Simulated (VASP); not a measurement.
# Os (P6_3/mmc) in VASP: further runs, part 3 of 3

VASP 6.6.1. The steps go on from the part before.

## 4. Band structure, PBEsol

POSCAR

```
Os
1.0
    2.7341000000      0.0000000000      0.0000000000
   -1.3670500000      2.3678000565      0.0000000000
    0.0000000000      0.0000000000      4.3197000000
Os
2
Direct
    0.6666666667      0.3333333333      0.7500000000
    0.3333333333      0.6666666667      0.2500000000
```

INCAR.step1

```
SYSTEM = Os
PREC = Accurate
ENCUT = 520
EDIFF = 1E-7
ISMEAR = -1
SIGMA = 0.05
LREAL = .False.
LASPH = .True.
NELM = 60
ALGO = Normal
ISIF = 2
LWAVE = .False.
LCHARG = .True.
LMAXMIX = 4
GGA = PS
NBANDS = 15
```

KPOINTS.step1

```
Automatic mesh
0
Gamma
  11 11 6
  0 0 0
```

INCAR.step2

```
SYSTEM = Os
PREC = Accurate
ENCUT = 520
EDIFF = 1E-7
ISMEAR = 0
SIGMA = 0.05
LREAL = .False.
LASPH = .True.
NELM = 60
ALGO = Normal
ISIF = 2
LWAVE = .False.
LCHARG = .False.
LMAXMIX = 4
GGA = PS
NBANDS = 15
ICHARG = 11
```

KPOINTS.step2

```
path GMKGALHA,LM,KH
15
line-mode
reciprocal
 0.0000000000  0.0000000000  0.0000000000  G
 0.5000000000  0.0000000000  0.0000000000  M

 0.5000000000  0.0000000000  0.0000000000  M
 0.3333333333  0.3333333333  0.0000000000  K

 0.3333333333  0.3333333333  0.0000000000  K
 0.0000000000  0.0000000000  0.0000000000  G

 0.0000000000  0.0000000000  0.0000000000  G
 0.0000000000  0.0000000000  0.5000000000  A

 0.0000000000  0.0000000000  0.5000000000  A
 0.5000000000  0.0000000000  0.5000000000  L

 0.5000000000  0.0000000000  0.5000000000  L
 0.3333333333  0.3333333333  0.5000000000  H

 0.3333333333  0.3333333333  0.5000000000  H
 0.0000000000  0.0000000000  0.5000000000  A

 0.5000000000  0.0000000000  0.5000000000  L
 0.5000000000  0.0000000000  0.0000000000  M

 0.3333333333  0.3333333333  0.0000000000  K
 0.3333333333  0.3333333333  0.5000000000  H
```

Potentials or basis: VASP PAW PBE potentials, release 64 (Os).

Launch:

```bash
$ cat potpaw_PBE.64/Os/POTCAR > POTCAR
$ cp INCAR.step1 INCAR
$ cp KPOINTS.step1 KPOINTS
$ mpirun -np 1 vasp_std > vasp.out
$ cp INCAR.step2 INCAR
$ cp KPOINTS.step2 KPOINTS
$ mpirun -np 1 vasp_std > vasp.out
```

OUTCAR:

```text
SYSTEM = Os
   PREC = Accurate
   ENCUT = 520
   EDIFF = 1E-7
   ISMEAR = 0
   LREAL = .False.
   LASPH = .True.
   NELM = 60
   ISIF = 2
   GGA = PS
   ICHARG = 11

 ion  position               nearest neighbor table
   1  0.667  0.333  0.750-   2 2.68   2 2.68   2 2.68   2 2.68   2 2.68   2 2.68
   2  0.333  0.667  0.250-   1 2.68   1 2.68   1 2.68   1 2.68   1 2.68   1 2.68

  LATTYP: Found a hexagonal cell.
 ALAT       =     2.7341000000
 C/A-ratio  =     1.5799348963

  Lattice vectors:

 A1 = (   2.7341000000,   0.0000000000,   0.0000000000)
 A2 = (  -1.3670500000,   2.3678000565,   0.0000000000)
 A3 = (   0.0000000000,   0.0000000000,   4.3197000000)

Analysis of symmetry for initial positions (statically):
=====================================================================
 Subroutine PRICEL returns:
 Original cell was already a primitive cell.

 Routine SETGRP: Setting up the symmetry group for a
 hexagonal supercell.

 Subroutine GETGRP returns: Found 24 space group operations
 (whereof 12 operations were pure point group operations)
 out of a pool of 24 trial point group operations.

The static configuration has the point symmetry D_3d.
 The point group associated with its full space group is D_6h.

Analysis of symmetry for dynamics (positions and initial velocities):
=====================================================================
 Subroutine PRICEL returns:
 Original cell was already a primitive cell.

 Routine SETGRP: Setting up the symmetry group for a
 hexagonal supercell.

 Subroutine GETGRP returns: Found 24 space group operations
 (whereof 12 operations were pure point group operations)
 out of a pool of 24 trial point group operations.

The dynamic configuration has the point symmetry D_3d.
 The point group associated with its full space group is D_6h.

 Subroutine INISYM returns: Found 24 space group operations
 (whereof 12 operations are pure point group operations),
 and found     1 'primitive' translations

[... 116 lines left out ...]
   LEPSILON=     F    determine dielectric tensor
   LRPA    =     F    only Hartree local field effects (RPA)
 non-spin polarized calculation
 Gauss-broadening in eV      SIGMA  =   0.05
  energy-cutoff  :      520.00
  volume of cell :       27.96
 maximum number of plane-waves:       776

 number of electron      15.9999999 magnetization

 Free energy of the ion-electron system (eV)
  ---------------------------------------------------
  ext. energy  EPLUGINS =         0.00000000
  ---------------------------------------------------
  free energy    TOTEN  =       -24.66284923 eV

  energy without entropy =      -24.66153079  energy(sigma->0) =      -24.66219001

 E-fermi :   9.3591     XC(G=0): -14.1557

 val. band max:        9.3589999371   @ k =   0.5000   0.0000   0.2500
 cond. band min:       9.3704146082   @ k =   0.0000   0.0000   0.3571
 fundamental gap:      0.0114146712
 Fermi energy:         9.3590658388

 k-point     1 :       0.0000    0.0000    0.0000
  band No.  band energies     occupation
      1      -1.6861      2.00000
      2       1.4853      2.00000
      3       6.2472      2.00000
      4       6.2472      2.00000
      5       6.4974      2.00000
      6       7.0938      2.00000
      7       7.0938      2.00000
      8       7.7469      2.00000
      9       7.7469      2.00000
     10       9.3060      1.86668
     11      11.0081      0.00000
     12      11.0081      0.00000
     13      18.3588      0.00000
     14      23.3502      0.00000
[... 401 lines left out ...]
      2       3.0958      2.00000
      3       3.1403      2.00000
      4       5.3763      2.00000
      5       5.6154      2.00000
      6       6.3953      2.00000
      7       7.6426      2.00000
      8      10.7984      0.00000
      9      11.3749      0.00000
     10      11.5883      0.00000
     11      14.3321      0.00000
     12      15.0688      0.00000
     13      17.7295      0.00000
     14      20.4623      0.00000
     15      23.0213      0.00000

 [... further k-points ...]

------------------------ aborting loop because EDIFF is reached ----------------------------------------

  FORCE on cell =-STRESS in cart. coord.  units (eV):
  Direction    XX          YY          ZZ          XY          YZ          ZX
  --------------------------------------------------------------------------------------
  -------------------------------------------------------------------------------------
  Total       -1.7515789     -1.7515789      1.8686435      0.0000000      0.0000000      0.0000000
  in kB     -100.3522873   -100.3522873    107.0592065      0.0000000      0.0000000      0.0000000
  external PRESSURE =     -31.2151227 kB  Pullay stress =       0.0000000 kB

 VOLUME and BASIS-vectors are now :
 -----------------------------------------------------------------------------
  energy-cutoff  :      520.00
  volume of cell :       27.96
      direct lattice vectors                 reciprocal lattice vectors
     2.734100000  0.000000000  0.000000000     0.365751070  0.211166479  0.000000000
    -1.367050000  2.367800057  0.000000000     0.000000000  0.422332957  0.000000000
     0.000000000  0.000000000  4.319700000     0.000000000  0.000000000  0.231497558

 POSITION                                       TOTAL-FORCE (eV/Angst)
 -----------------------------------------------------------------------------------
      1.36705      0.78927      3.23977        -0.000000      0.000000      0.000000
     -0.00000      1.57853      1.07993         0.000000     -0.000000      0.000000
 -----------------------------------------------------------------------------------
    total drift:                               -0.000000      0.000000     -0.000000

  FREE ENERGIE OF THE ION-ELECTRON SYSTEM (eV)
  ---------------------------------------------------
  free  energy   TOTEN  =       -24.6628492311 eV

  energy  without entropy=      -24.6615307886  energy(sigma->0) =      -24.66219001
```

OUTCAR.step1:

```text
SYSTEM = Os
   PREC = Accurate
   ENCUT = 520
   EDIFF = 1E-7
   ISMEAR = -1
   LREAL = .False.
[... 657 lines left out ...]
      1.36705      0.78927      3.23977         0.000000      0.000000      0.000000
     -0.00000      1.57853      1.07993        -0.000000     -0.000000      0.000000
 -----------------------------------------------------------------------------------
    total drift:                               -0.000000      0.000000     -0.000000

  FREE ENERGIE OF THE ION-ELECTRON SYSTEM (eV)
  ---------------------------------------------------
  free  energy   TOTEN  =       -24.4748472665 eV

  energy  without entropy=      -24.4617021618  energy(sigma->0) =      -24.46827471
```

It took 60 s on 1 thread of Intel Xeon Platinum 8488C (Sapphire Rapids), shared host; peak memory 0.17 GiB.

What came out:

```
Band gap along the path : none (metal or under the smearing width)
```

Levels at the corners of the path, in eV from the Fermi level:
```
point  band 4  band 5  band 6  band 7  band 8  band 9  band 10  band 11  band 12  band 13
    Γ   -3.02   -2.77   -2.17   -2.17   -1.52   -1.52     0.04     1.74     1.74     9.09
    M   -3.52   -2.89   -2.54   -1.85    2.10    2.66     2.78     4.47     5.75     9.37
    M   -3.52   -2.89   -2.54   -1.85    2.10    2.66     2.78     4.47     5.75     9.37
    K   -4.60   -3.40   -3.40   -1.29    1.54    1.54     2.12     5.40     5.40     7.13
    K   -4.60   -3.40   -3.40   -1.29    1.54    1.54     2.12     5.40     5.40     7.13
    Γ   -3.02   -2.77   -2.17   -2.17   -1.52   -1.52     0.04     1.74     1.74     9.09
    Γ   -3.02   -2.77   -2.17   -2.17   -1.52   -1.52     0.04     1.74     1.74     9.09
    A   -3.55   -3.21   -3.21   -3.21   -3.21    0.95     0.95     0.95     0.95    13.80
    A   -3.55   -3.21   -3.21   -3.21   -3.21    0.95     0.95     0.95     0.95    13.80
    L   -5.31   -1.17   -1.17   -0.14   -0.14    2.44     2.44     3.35     3.35     9.16
    L   -5.31   -1.17   -1.17   -0.14   -0.14    2.44     2.44     3.35     3.35     9.16
    H   -4.93   -3.40   -3.40   -1.31   -1.31    1.68     1.68     8.39     8.39     9.44
    H   -4.93   -3.40   -3.40   -1.31   -1.31    1.68     1.68     8.39     8.39     9.44
    A   -3.55   -3.21   -3.21   -3.21   -3.21    0.95     0.95     0.95     0.95    13.80
    L   -5.31   -1.17   -1.17   -0.14   -0.14    2.44     2.44     3.35     3.35     9.16
    M   -3.52   -2.89   -2.54   -1.85    2.10    2.66     2.78     4.47     5.75     9.37
    K   -4.60   -3.40   -3.40   -1.29    1.54    1.54     2.12     5.40     5.40     7.13
    H   -4.93   -3.40   -3.40   -1.31   -1.31    1.68     1.68     8.39     8.39     9.44
```

Caveat: the log is that of the step along the path at fixed density, whose energy, stress, charges and moments have no meaning; the PAW data sets were made with another functional, which shifts forces and pressure a little; spin-orbit coupling is left out, which moves the levels of the heavy elements.

## 5. Band structure, LAK

INCAR

```
SYSTEM = Os
PREC = Accurate
ENCUT = 520
EDIFF = 1E-7
ISMEAR = -1
SIGMA = 0.05
LREAL = .False.
LASPH = .True.
NELM = 100
ALGO = Normal
ISIF = 2
LWAVE = .False.
LCHARG = .False.
LMAXMIX = 4
METAGGA = LAK
LMIXTAU = .True.
```

KPOINTS

```
Automatic mesh
0
Gamma
  11 11 6
  0 0 0
```

POSCAR is that of step 4.

KPOINTS_OPT

```
path GMKGALHA,LM,KH
20
line-mode
reciprocal
 0.0000000000  0.0000000000  0.0000000000  G
 0.5000000000  0.0000000000  0.0000000000  M

 0.5000000000  0.0000000000  0.0000000000  M
 0.3333333333  0.3333333333  0.0000000000  K

 0.3333333333  0.3333333333  0.0000000000  K
 0.0000000000  0.0000000000  0.0000000000  G

 0.0000000000  0.0000000000  0.0000000000  G
 0.0000000000  0.0000000000  0.5000000000  A

 0.0000000000  0.0000000000  0.5000000000  A
 0.5000000000  0.0000000000  0.5000000000  L

 0.5000000000  0.0000000000  0.5000000000  L
 0.3333333333  0.3333333333  0.5000000000  H

 0.3333333333  0.3333333333  0.5000000000  H
 0.0000000000  0.0000000000  0.5000000000  A

 0.5000000000  0.0000000000  0.5000000000  L
 0.5000000000  0.0000000000  0.0000000000  M

 0.3333333333  0.3333333333  0.0000000000  K
 0.3333333333  0.3333333333  0.5000000000  H
```

Launch:

```bash
$ cat potpaw_PBE.64/Os/POTCAR > POTCAR
$ mpirun -np 1 vasp_std > vasp.out
```

It took 2.2 min on 1 thread of Intel Xeon Platinum 8559C (Emerald Rapids), shared host; peak memory 0.16 GiB.

Results (log left out):

```
Free energy             : 97.7718 eV
Pressure                : 8.8 GPa
Band gap along the path : none (metal or under the smearing width)
```

Stress tensor (GPa, compression positive):
```
9.29 0.00 0.00
0.00 9.29 0.00
0.00 0.00 7.86
```

Levels at the corners of the path, in eV from the Fermi level:
```tsv
point	band 4	band 5	band 6	band 7	band 8	band 9	band 10	band 11	band 12
Γ	-3.16	-2.89	-2.30	-2.30	-1.63	-1.63	-0.11	1.87	1.87
M	-3.73	-3.15	-2.78	-1.95	2.22	2.81	2.92	4.70	6.06
M	-3.73	-3.15	-2.78	-1.95	2.22	2.81	2.92	4.70	6.06
K	-4.87	-3.68	-3.68	-1.40	1.68	1.68	2.24	5.80	5.80
K	-4.87	-3.68	-3.68	-1.40	1.68	1.68	2.24	5.80	5.80
Γ	-3.16	-2.89	-2.30	-2.30	-1.63	-1.63	-0.11	1.87	1.87
Γ	-3.16	-2.89	-2.30	-2.30	-1.63	-1.63	-0.11	1.87	1.87
A	-3.77	-3.39	-3.39	-3.39	-3.39	1.00	1.00	1.00	1.00
A	-3.77	-3.39	-3.39	-3.39	-3.39	1.00	1.00	1.00	1.00
L	-5.66	-1.25	-1.25	-0.25	-0.25	2.58	2.58	3.50	3.50
L	-5.66	-1.25	-1.25	-0.25	-0.25	2.58	2.58	3.50	3.50
H	-5.19	-3.71	-3.71	-1.41	-1.41	1.82	1.82	8.78	8.78
H	-5.19	-3.71	-3.71	-1.41	-1.41	1.82	1.82	8.78	8.78
A	-3.77	-3.39	-3.39	-3.39	-3.39	1.00	1.00	1.00	1.00
L	-5.66	-1.25	-1.25	-0.25	-0.25	2.58	2.58	3.50	3.50
M	-3.73	-3.15	-2.78	-1.95	2.22	2.81	2.92	4.70	6.06
K	-4.87	-3.68	-3.68	-1.40	1.68	1.68	2.24	5.80	5.80
H	-5.19	-3.71	-3.71	-1.41	-1.41	1.82	1.82	8.78	8.78
```

Caveat: the PAW data sets were made with another functional, which shifts forces and pressure a little; spin-orbit coupling is left out, which moves the levels of the heavy elements.

## 6. The reference run

An earlier run on the cell as given: functional PBE; potentials or basis VASP PAW PBE potentials, release 64 (Os); cutoff 520 eV; k mesh 11 × 11 × 6; occupations fermi-dirac, width 0.05 eV; no spin polarisation.

- Pressure: 8.9 GPa
- Band gap on the k mesh: none (metal or under the smearing width)

## 7. Summary

| task | level | potentials or basis | spin | k mesh | grid for exact exchange (PRECFOCK) | mesh quality | pressure (GPa) |
| --- | --- | --- | --- | --- | --- | --- | --- |
| band structure | HSEsol | VASP PAW PBE potentials, release 64 (Os) | off | 6 × 6 × 3 | Fast | coarse | -10.1 |
| band structure | LDA | VASP PAW LDA potentials, release 64 (Os) | SOC, no magnetisation | 8 × 8 × 5 | - | not flagged | - |
| band structure | PBEsol | VASP PAW PBE potentials, release 64 (Os) | off | 11 × 11 × 6 | - | not flagged | - |
| band structure | LAK | VASP PAW PBE potentials, release 64 (Os) | off | 11 × 11 × 6 | - | not flagged | 8.8 |
| single point | PBE | VASP PAW PBE potentials, release 64 (Os) | off | 11 × 11 × 6 | - | not flagged | 8.9 |

Alike in all rows: cell as given; cutoff (eV) 520; smearing fermi-dirac 0.05 eV.

Caveats: some runs use coarse meshes; the PAW data sets were made with another functional, which shifts forces and pressure a little (some runs); spin-orbit coupling is left out, which moves the levels of the heavy elements (some runs).

Absolute energies hang on the potentials; compare differences alone.
